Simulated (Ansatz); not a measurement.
# Cu in Ansatz: single point with PBE

Aim: the single point of Cu with PBE.

All numbers are computed with Ansatz 0.2.0; they aren't measurements. Logs are shortened: lines on timing, memory, paths and dates and some standing lists are left out, and cuts for length are marked.

### 1 The slab as given

The cell holds a slab with vacuum, 6 atoms: a = 2.504 Å, b = 2.504 Å, c = 24.576 Å, α = 90.00°, β = 90.00°, γ = 120.00°.

### 2 Single point, PBE

input.yaml reads:

```yaml
crystal:
  lattice:
    - [2.5036582226, 0.0, 0.0]
    - [-1.2518291113, 2.1682316232, 0.0]
    - [0.0, 0.0, 24.57558927]
  atoms:
    - { symbol: Cu, position: [0.3333333333, 0.6666666667, 0.71038558] }
    - { symbol: Cu, position: [0.6666666667, 0.3333333333, 0.54200914] }
    - { symbol: Cu, position: [0.0, 0.0, 0.62623555] }
    - { symbol: Cu, position: [0.3333333333, 0.6666666667, 0.45799086] }
    - { symbol: Cu, position: [0.6666666667, 0.3333333333, 0.28961442] }
    - { symbol: Cu, position: [0.0, 0.0, 0.37376445] }
hamiltonian:
  xc: pbe
  pseudopotentials: { kind: paw }
kpoints:
  mp_grid: { grid: [12, 12, 2] }
scf:
  occupations: { method: gaussian, width: 0.05 }
output:
  forces: true
  stress: true
  eigenvalues: true
```

Potentials or basis: Ansatz PAW.

Launch:

```console
$ ansatz run input.yaml --threads 2 --pin off --max-ram 5632MiB --backend cpu --events-out ev --progress --plain --runs-dir out
```

What it wrote:

```text
Warning: RAYON_NUM_THREADS=2 ignored (pool sized by the plan → 2); use --threads N
Engine: ansatz 0.2.0, x86_64-unknown-linux-gnu
Pseudopotentials: kind: paw
Pseudopotential: Cu, paw, valence charge 19, recommended cutoff 420 eV (normal), Cu.paw.azcp
Functional definition: PBE
  parameter kappa = 0.804
  parameter beta = 0.06672455060314922
  exchange = pbe_x(kappa = kappa, mu = beta*pi^2/3)
  correlation = pbe_c(beta = beta)
Crystal: 6 atoms, lattice volume = 133.409 Å³
Basis set: ecut = 420 eV, 2633 PW (Γ), exchange–correlation on 36×36×360 points (8 copies of the dense FFT grid, shifted against one another)
Bands: 69, of which v1, the nominal top of the filled ones, is band 57 counted from 1 (56 counted from 0)
Symmetry: 12 space group operations
Space group: P-3m1 (ITA 164), of the structure as read, at distance tolerance 5.1e-5 Å
k-points: 38 of 288
Non-local potential: Cu, projectors of the file, l = 0: 3, l = 1: 2, l = 2: 3, l = 3: 1
PAW form: soft (Blöchl's): semilocal exchange-correlation on the pseudo side does not see the compensation charge
PAW one-centre angular grid: Cu, 590 points (default); XC on 64 Gauss nodes
Initial density: superposition of atomic densities (neutral atoms: chi_scale 0, normalization atom), corrected by the library's trained network
Initial wavefunctions: pseudopotential atomic-orbital guess
Functional: x = pbe(κ = 0.804, μ = 0.2195149727645171), c = pbe(β = 0.06672455060314922)
SCF iter   1: F=—  HF=-39750.002453 eV  |F-HF|=—  |Δ(HF+E_count)|=         —  Δρ=2.38e-3  dr2=2.71e-2  ethr=1.77e-3  ⟨swp⟩=7.2  Hψ=10774  notcnv=0  defer=53
preconditioner: auto → LDOS  [metal: Δε(μ)=0.046 eV  Ē_g=9.293 eV  σ=0.050 eV  W_gap=0.41  n_scr=20 (ndim 8)  ℏωp=26.1 eV  f_vac=0.466  D(μ)=7.06/eV (n_scr^D=78)  β→1.0]
SCF iter   2: F=—  HF=-39750.005079 eV  |F-HF|=—  |Δ(HF+E_count)|=   2.63e-3  Δρ=3.55e-3  dr2=1.12e-2  ethr=2.38e-5  ⟨swp⟩=2.9  Hψ=5413  notcnv=0  defer=202
SCF iter   3: F=—  HF=-39750.004291 eV  |F-HF|=—  |Δ(HF+E_count)|=   7.88e-4  Δρ=1.38e-3  dr2=2.98e-3  ethr=9.85e-6  ⟨swp⟩=2.1  Hψ=4058  notcnv=0  defer=202
SCF iter   4: F=—  HF=-39750.004128 eV  |F-HF|=—  |Δ(HF+E_count)|=   1.63e-4  Δρ=5.57e-4  dr2=1.86e-3  ethr=2.62e-6  ⟨swp⟩=2.1  Hψ=3725  notcnv=0  defer=202
SCF iter   5: F=—  HF=-39750.004061 eV  |F-HF|=—  |Δ(HF+E_count)|=   6.73e-5  Δρ=6.14e-4  dr2=7.70e-4  ethr=1.63e-6  ⟨swp⟩=1.7  Hψ=2668  notcnv=0  defer=202
SCF iter   6: F=—  HF=-39750.004018 eV  |F-HF|=—  |Δ(HF+E_count)|=   4.26e-5  Δρ=3.01e-4  dr2=2.32e-4  ethr=6.75e-7  ⟨swp⟩=1.9  Hψ=3064  notcnv=0  defer=202
SCF iter   7: F=—  HF=-39750.004019 eV  |F-HF|=—  |Δ(HF+E_count)|=   5.32e-7  Δρ=2.12e-4  dr2=1.22e-4  ethr=2.03e-7  ⟨swp⟩=1.6  Hψ=2710  notcnv=0  defer=202
SCF iter   8: F=—  HF=-39750.003990 eV  |F-HF|=—  |Δ(HF+E_count)|=   2.89e-5  Δρ=9.21e-5  dr2=3.56e-5  ethr=1.07e-7  ⟨swp⟩=1.7  Hψ=2734  notcnv=0  defer=202
SCF iter   9: F=—  HF=-39750.004004 eV  |F-HF|=—  |Δ(HF+E_count)|=   1.42e-5  Δρ=2.15e-5  dr2=2.52e-6  ethr=3.12e-8  ⟨swp⟩=2.0  Hψ=3171  notcnv=0  defer=202
SCF iter  10: F=—  HF=-39750.004004 eV  |F-HF|=—  |Δ(HF+E_count)|=   2.82e-7  Δρ=1.75e-5  dr2=9.15e-7  ethr=2.21e-9  ⟨swp⟩=2.0  Hψ=3372  notcnv=0  defer=202
SCF iter  11: F=—  HF=-39750.004005 eV  |F-HF|=—  |Δ(HF+E_count)|=   8.12e-7  Δρ=1.73e-5  dr2=4.99e-7  ethr=8.03e-10  ⟨swp⟩=2.0  Hψ=3439  notcnv=0  defer=202
iter 12 met the thresholds in force, and the SCF goes on: an eigenvalue changes by 12.71 meV, over its tolerance of 10.00 meV (output.eigenvalues, Limitations)
SCF iter  12: F=-39750.004006 eV  HF=-39750.004005 eV  |F-HF|=1.63e-7  |Δ(HF+E_count)|=   1.93e-7  Δρ=7.33e-6  dr2=6.35e-8  ethr=8.77e-11  ⟨swp⟩=11.9  Hψ=14145  notcnv=0
SCF iter  13: F=-39750.004006 eV  HF=-39750.004006 eV  |F-HF|=1.26e-8  |Δ(HF+E_count)|=   2.06e-7  Δρ=3.22e-6  dr2=3.04e-8  ethr=5.57e-11  ⟨swp⟩=5.6  Hψ=10414  notcnv=0
SCF 1 converged in 13 iterations: F = -39750.004006 eV  dr2 = 3.04e-8
SCF converged after 13 iterations
an eigenvalue changed by more than its tolerance at an iteration that met the thresholds in force, so the SCF went on 1 time: the last check found none over its tolerance
Free energy (F): -39750.004006 eV
Harris-Foulkes:  -39750.004006 eV  (|F-HF|=1.26e-8)
Internal energy: -39749.995146 eV  (E = F + TS)
E sigma→0 (E₀):  -39749.999576 eV
Entropy (-TS):   -0.008860 eV (-1.477 meV/atom)
Fermi energy:    6.768343 eV
--- Per-component energies (eV) ---
  E_band       = -3310.044975
  E_kinetic    = 1802.106779
  E_local      = -246131.044469  (includes V_loc(G=0)·N_el)
  E_nonlocal   = 2339.592328
  E_hartree    = 121042.089902
  E_xc         = -537.711322
  E_vxc        = -693.878736  (∫ρ·V_xc dr)
  E_paw        = -9977.349737  (= ΣΔE_a)
  E_vpaw       = -2711.063920  (= ΣTr[D̂ρ^β])
  E_aug_tail   = 0.001449  (compensation charges beyond the density's cutoff)
  E_ewald      = 91712.319923
  E_smearing   = -0.008860  (= −TS)
  E_closure    = -0.000000  (closes the sum)
  Σ components = -39750.004006   (vs F -39750.004006, Δ=0.00e0)
--- Forces (eV/Å), atoms counted from 1 ---
  atom   1  Cu     0.00000000     0.00000000     0.21035439
  atom   2  Cu     0.00000000     0.00000000     0.01630732
  atom   3  Cu     0.00000000     0.00000000     0.01556757
  atom   4  Cu     0.00000000    -0.00000000    -0.01630732
  atom   5  Cu    -0.00000000     0.00000000    -0.21035439
  atom   6  Cu     0.00000000    -0.00000000    -0.01556757
  max |Σ_I F_I| component: 6.94e-18 eV/Å
--- Stress (GPa, compression-positive) ---
        3.986340      -0.000000       0.000000
        0.000000       3.986340       0.000000
        0.000000       0.000000       2.768094
  P = ⅓ Tr σ = 3.5803 GPa (35.803 kbar)
--- Band table (eV; the first three rows and the last of 38) ---
  k-point 0: bands = ["-106.0147", "-106.0141", "-106.0015", "-105.9937", "-105.7598", "-105.7598", "-63.4362", "-63.4103", "-63.3711", "-63.3331", "-63.3283", "-63.3283", "-63.3279", "-63.3279", "-63.3114", "-63.3114", "-63.3026", "-63.3026", "-63.1128", "-63.1128", "-63.1128", "-63.1128", "-63.0641", "-63.0641", "-2.8931", "-2.2483", "-1.2286", "-0.0293", "0.9098", "1.2448", "3.3082", "3.3393", "3.4781", "3.5372", "3.5372", "3.5870", "3.5880", "3.5880", "3.6291", "3.6291", "3.6703", "3.6703", "3.8453", "3.8453", "3.8618", "3.8618", "4.1276", "4.4290", "4.4290", "4.4567", "4.4567", "4.5852", "4.5852", "4.7987", "4.7987", "4.9789", "4.9789", "5.0460", "5.0460", "5.6588", "6.1002", "10.9460", "11.0595", "12.2478", "12.4651", "14.4726", "14.7041", "17.2873", "17.6963"]
  k-point 1: bands = ["-106.0146", "-106.0141", "-106.0014", "-105.9937", "-105.7598", "-105.7597", "-63.4362", "-63.4103", "-63.3711", "-63.3331", "-63.3283", "-63.3283", "-63.3279", "-63.3279", "-63.3114", "-63.3114", "-63.3026", "-63.3026", "-63.1128", "-63.1128", "-63.1128", "-63.1128", "-63.0641", "-63.0641", "-2.8930", "-2.2483", "-1.2286", "-0.0293", "0.9098", "1.2448", "3.3082", "3.3393", "3.4782", "3.5372", "3.5372", "3.5870", "3.5880", "3.5880", "3.6292", "3.6292", "3.6703", "3.6703", "3.8453", "3.8453", "3.8618", "3.8618", "4.1277", "4.4291", "4.4291", "4.4567", "4.4567", "4.5852", "4.5852", "4.7987", "4.7987", "4.9789", "4.9789", "5.0460", "5.0460", "5.6588", "6.1003", "10.8412", "11.2974", "11.7918", "13.1325", "13.6051", "15.8205", "16.0856", "19.1550"]
  k-point 2: bands = ["-106.0137", "-106.0132", "-106.0006", "-105.9930", "-105.7589", "-105.7589", "-63.4339", "-63.4092", "-63.3716", "-63.3382", "-63.3345", "-63.3313", "-63.3302", "-63.3297", "-63.3174", "-63.3133", "-63.3092", "-63.3041", "-63.1197", "-63.1197", "-63.1145", "-63.1145", "-63.0634", "-63.0634", "-2.6596", "-2.0203", "-1.0099", "0.1756", "1.0942", "1.4026", "3.2146", "3.2565", "3.4370", "3.4546", "3.4867", "3.5574", "3.6221", "3.6406", "3.6511", "3.6673", "3.7079", "3.7469", "3.7674", "3.8359", "3.8899", "3.9178", "3.9410", "4.3395", "4.3514", "4.4590", "4.4697", "4.5917", "4.5986", "4.6669", "4.7853", "4.7987", "4.9793", "5.0500", "5.2000", "6.1856", "6.7502", "11.1030", "11.2763", "12.4294", "12.6699", "14.6868", "14.8917", "17.5037", "17.8895"]
  k-point 37: bands = ["-105.9994", "-105.9994", "-105.9849", "-105.9849", "-105.7460", "-105.7460", "-63.4108", "-63.4108", "-63.4039", "-63.4039", "-63.4027", "-63.3930", "-63.3849", "-63.3849", "-63.3661", "-63.3578", "-63.3500", "-63.3500", "-63.1857", "-63.1857", "-63.1846", "-63.1846", "-63.0522", "-63.0522", "2.4736", "2.4736", "2.4916", "2.5717", "2.5717", "2.5773", "2.5923", "2.6472", "2.6472", "2.8600", "2.8600", "3.2682", "3.2682", "3.3294", "3.4117", "3.7472", "3.7472", "3.8055", "3.8076", "4.2701", "4.2701", "4.3019", "4.4420", "4.4420", "4.8693", "4.8693", "4.9022", "4.9716", "4.9716", "4.9873", "10.2514", "10.2554", "10.2554", "10.5941", "10.5941", "11.2111", "11.3556", "12.1578", "12.1578", "12.3978", "13.2360", "13.2360", "14.8879", "14.8879", "15.9368"]
```

Wall time 32 s (2 threads of AMD EPYC (Zen 3), shared host); peak memory 0.59 GiB.

What came out:

```yaml
Free_energy: -39750.0040 eV
Largest_force: 0.210 eV/Å
Band_gap_on_the_k_mesh: none (metal or under the smearing width)
```

Forces on the atoms (eV/Å):
```
Cu   0.000  0.000  0.210
Cu   0.000  0.000  0.016
Cu   0.000  0.000  0.016
Cu   0.000  0.000 -0.016
Cu   0.000  0.000 -0.210
Cu   0.000  0.000 -0.016
```

Levels at points of the mesh, in eV from the Fermi level:
| k point | band 54 | band 55 | band 56 | band 57 | band 58 | band 59 | band 60 | band 61 |
| --- | --- | --- | --- | --- | --- | --- | --- | --- |
| (0.00, 0.00, 0.00) | -1.97 | -1.97 | -1.79 | -1.79 | -1.72 | -1.72 | -1.11 | -0.67 |
| (0.00, 0.00, -0.50) | -1.97 | -1.97 | -1.79 | -1.79 | -1.72 | -1.72 | -1.11 | -0.67 |
| (0.00, -0.50, 0.00) | -1.45 | -0.67 | 0.16 | 0.79 | 1.16 | 1.38 | 1.41 | 4.24 |
| (0.00, -0.50, -0.50) | -1.45 | -0.67 | 0.16 | 0.79 | 1.16 | 1.38 | 1.41 | 4.24 |
